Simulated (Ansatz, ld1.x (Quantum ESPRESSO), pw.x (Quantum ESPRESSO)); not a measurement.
caesium (Cs): one change to the ultrasoft potential, in the atom and in the diamond crystal

| Quantity | Value |
| --- | --- |
| Element | Cs |
| Generator | ld1.x (Quantum ESPRESSO) 7.5 |
| Type | ultrasoft |
| Functional | PBE |
| Relativity | scalar-relativistic |
| Frozen core | [Kr] 4d10 |
| Valence charge | 9 |
| Reference configuration | 5s2 5p6 5d0 6s1 6p0 |
| Partial waves | 5s (bound): rcut 2.45, rcutus 2.65 bohr; 6s (bound): rcut 2.45, rcutus 2.65 bohr; 5p (bound): rcut 2.75, rcutus 3.05 bohr; 6p (bound, empty): rcut 2.75, rcutus 3.05 bohr; 5d (bound, empty): rcut 3.30, rcutus 4.20 bohr; 5d channel at 3.45 Ry: rcut 3.30, rcutus 4.20 bohr |
| Local potential | all-electron potential smoothed inside 4.00 bohr (lloc = -1) |
| Core correction | Bessel-smoothed model core, default radius (core density twice the valence density) |
| Augmentation charge | PSQ, inside the norm-conserving radii |

Change: waves 5d (bound): rcut 3.30, rcutus 5.84 bohr; 5d channel at 3.45 Ry: rcut 3.30, rcutus 5.84 bohr.

Cutoffs, loose and tight: the cutoffs (Ry, on a coarse ladder) from which the occupation-weighted sum of valence levels, in a spherical-Bessel basis at the reference potential, stays within 10 and 1 mRy of its value at 400 Ry. They do not see the model core or the augmentation charge, which bear on the density cutoff. Test errors are all-electron minus pseudo excitation energies from the reference, over the configurations 5s2 5p6 5d0 6s0 6p0; 5s2 5p6 5d0 6s0.5 6p0; 5s2 5p6 5d0 6s0 6p1; 5s2 5p6 5d1 6s0 6p0; 5s1 5p6 5d0 6s1 6p0; 5s2 5p5 5d0 6s1 6p0; 5s2 5p6 5d0.5 6s0.5 6p0; variants that change the core or the reference have their own tests.

Crystal test: diamond Cs in pw.x 7.5, no spin, 8³ k-points, Fermi–Dirac smearing 0.01 Ry, cutoffs set for each file from its atomic test. The reference is all-electron LAPW (Ansatz 0.2.0) with the same functional, mesh and smearing; V0 and B0 come from Birch–Murnaghan fits to the pressures at five volumes. Errors are pseudo minus all-electron; Δ is the rms difference of the E(V) curves that follow from these fits, minima aligned, over ±6 % about the mean V0. Mesh and smearing are coarse, so the numbers serve the comparison and aren't converged zero-temperature values; the lattice is a test structure that the element need not adopt.

All-electron: a0 = 11.452 Å (V0 = 187.74 Å³/atom), B0 = 0.6 GPa.

Task: Does the change bring the crystal closer to the all-electron result?

Result: The mean pressure error goes from +0.01 to +0.09 GPa, so the change moves the solid further from the all-electron pressures.

| quantity | base | changed |
| --- | --- | --- |
| outcome (atom) | generated | generated |
| cutoff, loose (atom) | 8 Ry | 8 Ry |
| cutoff, tight (atom) | 15 Ry | 15 Ry |
| bound ghosts (atom) | none | none |
| largest test error (meV) (atom) | -23 over the solved tests; 1 of 7 tests not solved or not reliable | -23 over the solved tests; 1 of 7 tests not solved or not reliable |
| cutoffs in pw.x (Ry) | 40/320 | 40/320 |
| a0 (Å) | 11.485 | – |
| a0 error (%) | +0.29 | – |
| B0 error (%) | -2.7 | – |
| Δ (meV/atom) | 0.2 | – |
| mean pressure error (GPa) | +0.01 | +0.09 |

A dash: not determined, or the minimum lies outside the volumes sampled.

Base: Atomic configuration tests: 1 of 7 tests not solved or not reliable. Changed file: The largest radius (5.84 bohr) exceeds half the bond length (4.69 bohr), so the spheres overlap, which is one possible source of error among others. This is a poor potential for the solid. Atomic configuration tests: 1 of 7 tests not solved or not reliable. The atomic cutoffs weigh occupied waves only.
